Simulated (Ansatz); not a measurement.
# Ag (R-3m) in Ansatz: equation of state

How stiff is Ag in PBE, and what volume does it want? The cell is scaled to several volumes.

Program: Ansatz 0.2.0. These are calculated values, not measurements. Logs are shortened: lines on timing, memory, paths and dates and some standing lists are left out, and cuts for length are marked.

### Step 1. The crystal as given

The structure is trigonal, space group R-3m (No. 166). Conventional cell: a = 2.946 Å, b = 2.946 Å, c = 21.614 Å, α = 90.00°, β = 90.00°, γ = 120.00°. Around Ag (site symmetry 3m) lie 12 Ag at 2.94 to 2.95 Å. Ag (site symmetry -3m) is surrounded by 12 Ag at 2.94 to 2.95 Å.

This isn't the form of Ag at room conditions, which is fcc.

### Step 2. Single point, PBE, 16.97 Å³/atom (volume scaled by 0.94)

Input file input.yaml:

```yaml
crystal:
  lattice:
    - [1.4429765387, 0.8331028931, 7.0575750582]
    - [-1.4429765387, 0.8331028931, 7.0575750582]
    - [0.0, -1.666205786, 7.0575750582]
  atoms:
    - { symbol: Ag, position: [0.222281, 0.222281, 0.222281] }
    - { symbol: Ag, position: [0.777719, 0.777719, 0.777719] }
    - { symbol: Ag, position: [0.0, 0.0, 0.0] }
hamiltonian:
  xc: pbe
  pseudopotentials: { kind: paw }
kpoints:
  mp_grid: { grid: [10, 10, 10] }
scf:
  occupations: { method: fermi_dirac, width: 0.05 }
output:
  forces: true
  stress: true
  eigenvalues: true
  write_density: true
  write_potential: true
  elf: true
  volumetric_format: npy
```

Potentials or basis: Ansatz PAW.

Launch:

```console
$ ansatz run input.yaml --threads 2 --pin off --max-ram 5120MiB --backend cpu --events-out ev --progress --plain --runs-dir out
```

What it wrote:

```text
Warning: RAYON_NUM_THREADS=2 ignored (pool sized by the plan → 2); use --threads N
basis.fft_grid_basis auto: the FFT boxes are laid along the combinations [[1, -1, 0], [0, 1, 0], [0, -1, 1]] of the cell's own vectors, 2.886, 7.252 and 2.886 Å long. The dense box has 20×50×20 points. Along the cell's own vectors, as sized, it would have 50×50×50, 6.25 times as many. Of the 12 symmetry operations that the crystal satisfies within crystal.symmetry.tolerance (time reversal apart; of a slab, those that keep its plane) the dense box along the cell's own vectors carries 12, and the one as laid loses 8 of those. basis.fft_grid_basis: typed keeps the cell's own vectors: state it where this run's energies or levels are differenced outside the engine with another run's, or held beside a run that keeps those vectors. Those combinations have planes normal to reciprocal vector 3, as the cell's own vectors have. Each planar average written beside output.write_density, output.write_potential has a row for each plane of the box: 20. The volumetric files lie along those combinations, not along the cell's own vectors: a cube or XSF file states them, and fields.json those of NumPy files.
Engine: ansatz 0.2.0, aarch64-unknown-linux-gnu
Pseudopotentials: kind: paw
Pseudopotential: Ag, paw, valence charge 19, recommended cutoff 420 eV (normal), Ag.paw.azcp
Functional definition: PBE
  parameter kappa = 0.804
  parameter beta = 0.06672455060314922
  exchange = pbe_x(kappa = kappa, mu = beta*pi^2/3)
  correlation = pbe_c(beta = beta)
Crystal: 3 atoms, lattice volume = 50.905 Å³
Basis set: ecut = 420 eV, 995 PW (Γ), FFT grids on a1−a2, a2, −a2+a3, exchange–correlation on 40×100×40 points (8 copies of the dense FFT grid, shifted against one another)
Bands: 35, of which v1, the nominal top of the filled ones, is band 29 counted from 1 (28 counted from 0)
Symmetry: 12 space group operations
Space group: R-3m (ITA 166), of the structure as read, at distance tolerance 3.7e-5 Å
k-points: 116 of 1000
Non-local potential: Ag, projectors of the file, l = 0: 3, l = 1: 2, l = 2: 2, l = 3: 1
PAW form: soft (Blöchl's): semilocal exchange-correlation on the pseudo side does not see the compensation charge
PAW one-centre angular grid: Ag, 590 points (default); XC on 64 Gauss nodes
Initial density: superposition of atomic densities (neutral atoms: chi_scale 0, normalization atom), corrected by the library's trained network
Initial wavefunctions: pseudopotential atomic-orbital guess
Functional: x = pbe(κ = 0.804, μ = 0.2195149727645171), c = pbe(β = 0.06672455060314922)
SCF iter   1: F=—  HF=-22771.587867 eV  |F-HF|=—  |Δ(HF+E_count)|=         —  Δρ=1.51e-3  dr2=1.24e-3  ethr=1.77e-3  ⟨swp⟩=5.7  Hψ=14091  notcnv=0  defer=45
preconditioner: auto → Kerker (q_TF=auto, 2.780 Å⁻¹)  [metal: Δε(μ)=0.030 eV  Ē_g=11.740 eV  σ=0.050 eV  W_gap=0.15  n_scr=24 (ndim 8)  ℏωp=29.9 eV  f_vac=0.000  D(μ)=1.10/eV (n_scr^D=4)]
SCF iter   2: F=—  HF=-22771.588941 eV  |F-HF|=—  |Δ(HF+E_count)|=   1.07e-3  Δρ=8.27e-4  dr2=4.28e-4  ethr=2.18e-6  ⟨swp⟩=2.1  Hψ=6946  notcnv=0  defer=67
SCF iter   3: F=—  HF=-22771.589059 eV  |F-HF|=—  |Δ(HF+E_count)|=   1.18e-4  Δρ=2.05e-4  dr2=7.92e-5  ethr=7.52e-7  ⟨swp⟩=1.8  Hψ=4597  notcnv=0  defer=67
SCF iter   4: F=—  HF=-22771.589046 eV  |F-HF|=—  |Δ(HF+E_count)|=   1.26e-5  Δρ=8.54e-5  dr2=7.12e-6  ethr=1.39e-7  ⟨swp⟩=1.2  Hψ=3997  notcnv=0  defer=67
SCF iter   5: F=—  HF=-22771.589046 eV  |F-HF|=—  |Δ(HF+E_count)|=   5.89e-8  Δρ=3.52e-5  dr2=1.19e-6  ethr=1.25e-8  ⟨swp⟩=2.3  Hψ=6107  notcnv=0  defer=67
SCF iter   6: F=-22771.589046 eV  HF=-22771.589046 eV  |F-HF|=3.17e-8  |Δ(HF+E_count)|=   1.33e-7  Δρ=1.25e-5  dr2=6.94e-8  ethr=1.75e-10  ⟨swp⟩=8.9  Hψ=26422  notcnv=0
SCF 1 converged in 6 iterations: F = -22771.589046 eV  dr2 = 6.94e-8
SCF converged after 6 iterations
Free energy (F): -22771.589046 eV
Harris-Foulkes:  -22771.589046 eV  (|F-HF|=3.17e-8)
Internal energy: -22771.580167 eV  (E = F + TS)
E sigma→0 (E₀):  -22771.584607 eV
Entropy (-TS):   -0.008879 eV (-2.960 meV/atom)
Fermi energy:    17.426834 eV
--- Per-component energies (eV) ---
  E_band       = -695.986881
  E_kinetic    = 1583.174278
  E_local      = -6559.784618  (includes V_loc(G=0)·N_el)
  E_nonlocal   = 239.661571
  E_hartree    = 2990.433555
  E_xc         = -555.419805
  E_vxc        = -705.832669  (∫ρ·V_xc dr)
  E_paw        = -11705.761255  (= ΣΔE_a)
  E_vpaw       = -1234.057752  (= ΣTr[D̂ρ^β])
  E_aug_tail   = 0.000979  (compensation charges beyond the density's cutoff)
  E_ewald      = -8763.884872
  E_smearing   = -0.008879  (= −TS)
  E_closure    = 0.000000  (closes the sum)
  Σ components = -22771.589046   (vs F -22771.589046, Δ=0.00e0)
--- Forces (eV/Å), atoms counted from 1 ---
  atom   1  Ag    -0.00000000     0.00000000     0.00209954
  atom   2  Ag    -0.00000000    -0.00000000    -0.00209954
  atom   3  Ag     0.00000000     0.00000000    -0.00000000
  max |Σ_I F_I| component: 4.63e-18 eV/Å
--- Stress (GPa, compression-positive) ---
        5.881315       0.000000       0.000000
        0.000000       5.881315      -0.000000
       -0.000000      -0.000000       5.309355
  P = ⅓ Tr σ = 5.6907 GPa (56.907 kbar)
--- Band table (eV; the first three rows and the last of 116) ---
  k-point 0: bands = ["-74.4953", "-74.4755", "-74.4689", "-38.0149", "-38.0012", "-37.9067", "-37.9067", "-37.8904", "-37.8904", "-37.8810", "-37.8749", "-37.8749", "9.6587", "11.1781", "11.1880", "12.6595", "12.6595", "12.6800", "12.7931", "12.7931", "12.9048", "12.9048", "13.4934", "13.4934", "14.1444", "14.1493", "14.1676", "14.1676", "14.2860", "14.2860", "25.5025", "25.5218", "32.8930", "33.3204", "34.4306"]
  k-point 1: bands = ["-74.4940", "-74.4744", "-74.4680", "-38.0143", "-37.9982", "-37.9174", "-37.9101", "-37.9007", "-37.8939", "-37.8876", "-37.8830", "-37.8773", "9.9381", "11.3710", "11.3825", "12.5468", "12.5696", "12.7701", "12.7832", "12.8628", "12.9338", "13.0120", "13.2681", "13.4360", "13.4360", "13.5607", "14.1867", "14.2890", "14.9311", "15.3197", "25.2935", "26.1115", "32.2853", "32.6939", "33.9021"]
  k-point 2: bands = ["-74.4906", "-74.4715", "-74.4656", "-38.0118", "-37.9959", "-37.9443", "-37.9240", "-37.9193", "-37.9189", "-37.9028", "-37.8894", "-37.8836", "10.6690", "11.7084", "11.7529", "12.1762", "12.3692", "12.5286", "12.7632", "12.9776", "13.0876", "13.2014", "13.2423", "13.3168", "13.4559", "13.5186", "14.2148", "14.3034", "15.6653", "16.6303", "25.4725", "27.0591", "28.8906", "30.2464", "32.6124"]
  k-point 115: bands = ["-74.4946", "-74.4777", "-74.4674", "-38.0501", "-37.9291", "-37.9179", "-37.9085", "-37.9085", "-37.8858", "-37.8858", "-37.8778", "-37.8778", "10.4554", "10.4695", "11.0593", "12.5816", "12.5817", "12.6693", "12.6693", "12.7819", "12.7819", "12.8825", "12.8825", "13.6858", "13.6858", "13.8365", "13.8365", "14.4492", "14.4492", "17.0641", "21.1329", "31.5596", "31.7362", "33.1288", "33.9742"]
```

rho_z.tsv:

```text
# z_ang	rho[e/angstrom^3]
# format = ansatz-planar-average/11
# lattice	1.442976539	0.833102893	7.057575058
# lattice	-1.442976539	0.833102893	7.057575058
# lattice	0.000000000	-1.666205786	7.057575058
# sites	3
# site	47	0.000000000	0.000000000	4.706294525
# site	47	0.000000000	0.000000000	16.466430650
# site	47	0.000000000	0.000000000	0.000000000
0.000000	1.582486e0
0.362580	1.574587e0
0.725159	1.546894e0
1.087739	1.486920e0
1.450319	1.380022e0
1.812898	1.222262e0
[... 12 lines left out ...]
6.526434	1.546894e0
6.889014	1.574587e0
```

Run time: 6.2 s. Hardware: 2 threads of Arm Neoverse V1, shared host; peak memory 0.41 GiB.

What came out:

- Free energy: -22771.5890 eV
- Pressure: 5.7 GPa
- Band gap on the k mesh: none (metal or under the smearing width)

### Step 3. Single point, PBE, 17.33 Å³/atom (volume scaled by 0.96)

Changes to input.yaml since step 2:

```diff
@@ -2,5 +2,5 @@
   lattice:
-    - [1.4429765387, 0.8331028931, 7.0575750582]
-    - [-1.4429765387, 0.8331028931, 7.0575750582]
-    - [0.0, -1.666205786, 7.0575750582]
+    - [1.4531386801, 0.8389700082, 7.1072779285]
+    - [-1.4531386801, 0.8389700082, 7.1072779285]
+    - [0.0, -1.6779400162, 7.1072779285]
   atoms:
```

Potentials or basis: Ansatz PAW.

Launch:

```console
$ ansatz run input.yaml --threads 2 --pin off --max-ram 5120MiB --backend cpu --events-out ev --progress --plain --runs-dir out
```

Wall time 6.3 s (2 threads of Arm Neoverse V1, shared host); peak memory 0.41 GiB.

Results (log left out):

- Free energy: -22771.6192 eV
- Pressure: 3.3 GPa
- Band gap on the k mesh: none (metal or under the smearing width)

### Step 4. Single point, PBE, 17.69 Å³/atom (volume scaled by 0.98)

Input file input.yaml:

```yaml
crystal:
  lattice:
    - [1.4631606428, 0.8447561911, 7.1562951873]
    - [-1.4631606428, 0.8447561911, 7.1562951873]
    - [0.0, -1.689512382, 7.1562951873]
  atoms:
    - { symbol: Ag, position: [0.222281, 0.222281, 0.222281] }
    - { symbol: Ag, position: [0.777719, 0.777719, 0.777719] }
    - { symbol: Ag, position: [0.0, 0.0, 0.0] }
hamiltonian:
  xc: pbe
  pseudopotentials: { kind: paw }
kpoints:
  mp_grid: { grid: [10, 10, 10] }
scf:
  occupations: { method: fermi_dirac, width: 0.05 }
output:
  forces: true
  stress: true
  eigenvalues: true
```

Potentials or basis: Ansatz PAW.

Launch:

```console
$ ansatz run input.yaml --threads 2 --pin off --max-ram 5120MiB --backend cpu --events-out ev --progress --plain --runs-dir out
```

What it wrote:

```text
Warning: RAYON_NUM_THREADS=2 ignored (pool sized by the plan → 2); use --threads N
basis.fft_grid_basis auto: the FFT boxes are laid along the combinations [[1, 0, -1], [0, 1, -1], [0, 0, 1]] of the cell's own vectors, 2.926, 2.926 and 7.353 Å long. The dense box has 20×20×50 points. Along the cell's own vectors, as sized, it would have 50×50×50, 6.25 times as many. Of the 12 symmetry operations that the crystal satisfies within crystal.symmetry.tolerance (time reversal apart; of a slab, those that keep its plane) the dense box along the cell's own vectors carries 12, and the one as laid loses 8 of those. basis.fft_grid_basis: typed keeps the cell's own vectors: state it where this run's energies or levels are differenced outside the engine with another run's, or held beside a run that keeps those vectors.
[... 8 set-up lines as earlier in the session ...]
Crystal: 3 atoms, lattice volume = 53.072 Å³
Basis set: ecut = 420 eV, 1013 PW (Γ), FFT grids on a1−a3, a2−a3, a3, exchange–correlation on 40×40×100 points (8 copies of the dense FFT grid, shifted against one another)
Bands: 35, of which v1, the nominal top of the filled ones, is band 29 counted from 1 (28 counted from 0)
[... 1 set-up line as earlier in the session ...]
[... 39 lines left out ...]
--- Forces (eV/Å), atoms counted from 1 ---
  atom   1  Ag     0.00000000     0.00000000     0.00092167
  atom   2  Ag     0.00000000    -0.00000000    -0.00092167
  atom   3  Ag     0.00000000     0.00000000     0.00000000
  max |Σ_I F_I| component: 4.63e-18 eV/Å
--- Stress (GPa, compression-positive) ---
        1.352007       0.000000       0.000000
        0.000000       1.352007      -0.000000
        0.000000      -0.000000       0.820679
  P = ⅓ Tr σ = 1.1749 GPa (11.749 kbar)
--- Band table (eV; the first three rows and the last of 116) ---
  k-point 0: bands = ["-75.3175", "-75.3022", "-75.2970", "-38.8310", "-38.8206", "-38.7387", "-38.7387", "-38.7265", "-38.7265", "-38.7184", "-38.7131", "-38.7131", "9.0295", "10.4983", "10.5056", "11.8797", "11.8797", "11.8969", "12.0024", "12.0024", "12.1064", "12.1064", "12.6534", "12.6534", "13.2794", "13.2794", "13.3487", "13.3536", "13.3898", "13.3898", "24.3014", "24.3193", "31.8656", "32.2704", "33.3592"]
  k-point 1: bands = ["-75.3164", "-75.3013", "-75.2962", "-38.8307", "-38.8180", "-38.7478", "-38.7416", "-38.7351", "-38.7294", "-38.7239", "-38.7201", "-38.7151", "9.2996", "10.6801", "10.6909", "11.7764", "11.7964", "11.9863", "11.9951", "12.0684", "12.1337", "12.2064", "12.4602", "12.6009", "12.6150", "12.7395", "13.2969", "13.3927", "14.0460", "14.4268", "24.0989", "24.9027", "31.0849", "31.5643", "32.7327"]
  k-point 2: bands = ["-75.3136", "-75.2990", "-75.2943", "-38.8287", "-38.8157", "-38.7709", "-38.7546", "-38.7508", "-38.7491", "-38.7370", "-38.7256", "-38.7205", "10.0072", "10.9990", "11.0387", "11.4399", "11.6167", "11.7668", "11.9800", "12.1752", "12.2897", "12.3909", "12.4225", "12.4908", "12.6238", "12.6791", "13.3230", "13.4058", "14.7542", "15.6889", "24.2840", "25.8426", "27.6443", "28.9931", "31.2928"]
  k-point 115: bands = ["-75.3168", "-75.3041", "-75.2957", "-38.8615", "-38.7586", "-38.7501", "-38.7405", "-38.7405", "-38.7222", "-38.7222", "-38.7157", "-38.7157", "9.8015", "9.8131", "10.3856", "11.8096", "11.8110", "11.8871", "11.8871", "11.9948", "11.9948", "12.0847", "12.0847", "12.8312", "12.8312", "12.9725", "12.9725", "13.5413", "13.5413", "16.2449", "19.9737", "30.3829", "30.5013", "32.0317", "32.8648"]
```

Run time: 4.3 s. Hardware: 2 threads of Arm Neoverse V1, shared host; peak memory 0.41 GiB.

What came out:

* Free energy: -22771.6341 eV
* Pressure: 1.2 GPa
* Band gap on the k mesh: none (metal or under the smearing width)

### Step 5. Single point, PBE, 18.05 Å³/atom

Changes to input.yaml since step 4:

```diff
@@ -2,5 +2,5 @@
   lattice:
-    - [1.4631606428, 0.8447561911, 7.1562951873]
-    - [-1.4631606428, 0.8447561911, 7.1562951873]
-    - [0.0, -1.689512382, 7.1562951873]
+    - [1.4730471633, 0.8504641763, 7.20465]
+    - [-1.4730471633, 0.8504641763, 7.20465]
+    - [0.0, -1.7009283525, 7.20465]
   atoms:
```

Launch:

```console
$ ansatz run input.yaml --threads 2 --pin off --max-ram 5120MiB --backend cpu --events-out ev --progress --plain --runs-dir out
```

It took 4.3 s on 2 threads of Arm Neoverse V1, shared host; peak memory 0.41 GiB.

It converged, with:

- Free energy: -22771.6357 eV
- Pressure: -0.7 GPa
- Band gap on the k mesh: none (metal or under the smearing width)

### Step 6. Single point, PBE, 18.41 Å³/atom (volume scaled by 1.02)

Changes to input.yaml since step 5:

```diff
@@ -2,5 +2,5 @@
   lattice:
-    - [1.4730471633, 0.8504641763, 7.20465]
-    - [-1.4730471633, 0.8504641763, 7.20465]
-    - [0.0, -1.7009283525, 7.20465]
+    - [1.4828027268, 0.8560965535, 7.2523643044]
+    - [-1.4828027268, 0.8560965535, 7.2523643044]
+    - [0.0, -1.712193107, 7.2523643044]
   atoms:
@@ -20 +20,5 @@
   eigenvalues: true
+  write_density: true
+  write_potential: true
+  elf: true
+  volumetric_format: npy
```

Potentials or basis: Ansatz PAW.

Launch:

```console
$ ansatz run input.yaml --threads 2 --pin off --max-ram 5120MiB --backend cpu --events-out ev --progress --plain --runs-dir out
```

It took 6.4 s on 2 threads of Arm Neoverse V1, shared host; peak memory 0.42 GiB.

Results (log left out):

| Quantity | Value |
| --- | --- |
| Free energy | -22771.6256 eV |
| Pressure | -2.3 GPa |
| Band gap on the k mesh | none (metal or under the smearing width) |

### Step 7. Single point, PBE, 18.77 Å³/atom (volume scaled by 1.04)

Changes to input.yaml since step 6:

```diff
@@ -2,5 +2,5 @@
   lattice:
-    - [1.4828027268, 0.8560965535, 7.2523643044]
-    - [-1.4828027268, 0.8560965535, 7.2523643044]
-    - [0.0, -1.712193107, 7.2523643044]
+    - [1.4924315858, 0.8616557778, 7.2994588987]
+    - [-1.4924315858, 0.8616557778, 7.2994588987]
+    - [0.0, -1.7233115556, 7.2994588987]
   atoms:
```

Launch:

```console
$ ansatz run input.yaml --threads 2 --pin off --max-ram 5120MiB --backend cpu --events-out ev --progress --plain --runs-dir out
```

It took 6.7 s on 2 threads of Arm Neoverse V1, shared host; peak memory 0.42 GiB.

The run converged. Its results:

```yaml
Free_energy: -22771.6054 eV
Pressure: -3.7 GPa
Band_gap_on_the_k_mesh: none (metal or under the smearing width)
```

### Step 8. Single point, PBE, 19.13 Å³/atom (volume scaled by 1.06)

Changes to input.yaml since step 7:

```diff
@@ -2,5 +2,5 @@
   lattice:
-    - [1.4924315858, 0.8616557778, 7.2994588987]
-    - [-1.4924315858, 0.8616557778, 7.2994588987]
-    - [0.0, -1.7233115556, 7.2994588987]
+    - [1.5019377757, 0.8671441792, 7.3459535211]
+    - [-1.5019377757, 0.8671441792, 7.3459535211]
+    - [0.0, -1.7342883582, 7.3459535211]
   atoms:
```

Launch:

```console
$ ansatz run input.yaml --threads 2 --pin off --max-ram 5120MiB --backend cpu --events-out ev --progress --plain --runs-dir out
```

Run time: 6.6 s. Hardware: 2 threads of Arm Neoverse V1, shared host; peak memory 0.43 GiB.

Results (log left out):

```yaml
Free_energy: -22771.5762 eV
Pressure: -4.9 GPa
Band_gap_on_the_k_mesh: none (metal or under the smearing width)
```

### Step 9. Equation of state, PBE

Potentials or basis: Ansatz PAW.

No new run: the results of the series are fitted here.

What came out:

```yaml
Equilibrium_volume: 17.92 Å³/atom
Bulk_modulus_at_fixed_shape_and_positions: 90 GPa
Pressure_derivative_of_the_bulk_modulus: 5.7
```

Energy against volume, from the lowest point:
```tsv
volume (Å³/atom)	energy (meV/atom)
16.968	15.55
17.330	5.50
17.691	0.53
18.052	0.00
18.413	3.36
18.774	10.11
19.135	19.81
```

Caveat: the cell was scaled at fixed shape and fractional positions, which overstates the stiffness of a crystal with free parameters, most of all of layers and chains.
